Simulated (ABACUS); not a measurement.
The system is SiC (Moissanite).

```
Si C
1.0
     3.07600    0.00000    0.00000
    -1.53800    2.66389    0.00000
     0.00000    0.00000    5.04800
Si C
2 2
Direct
  0.66667 0.33333 0.50000
  0.33333 0.66667 0.00000
  0.66667 0.33333 0.88500
  0.33333 0.66667 0.38500
```

Base run:

```yaml
Program: ABACUS 3.10.1
Functional: PBE
Dispersion: D2
Potentials_or_basis: PseudoDojo NC SR 0.4.1 PBE standard
Cutoff: 1361 eV
Density_cutoff: 5442 eV
Basis: DZP LCAO (the cutoffs set its grid)
k_mesh: 10 × 10 × 5
Occupations: fermi-dirac, width 0.05 eV
Spin: no spin polarisation
```

Its results: band gap on the k mesh 2.49 eV, indirect (least direct gap 4.09 eV); pressure 4.4 GPa; largest force 0.876 eV/Å.

Problem. After a change of settings the same cell gave: band gap on the k mesh 2.49 eV, indirect (least direct gap 4.09 eV); pressure 3.0 GPa; largest force 0.823 eV/Å. Which change was it?
A. dispersion from D2 to D3(BJ)
B. dispersion from D2 to none
C. dispersion from D2 to D3

Solution. A.

Caveats: the atomic orbitals were generated for these runs and aren't a published set; an odd mesh through Γ misses points on the zone boundary, where band edges often lie; the basis of atomic orbitals isn't converged, which shifts pressures, moduli and gaps.
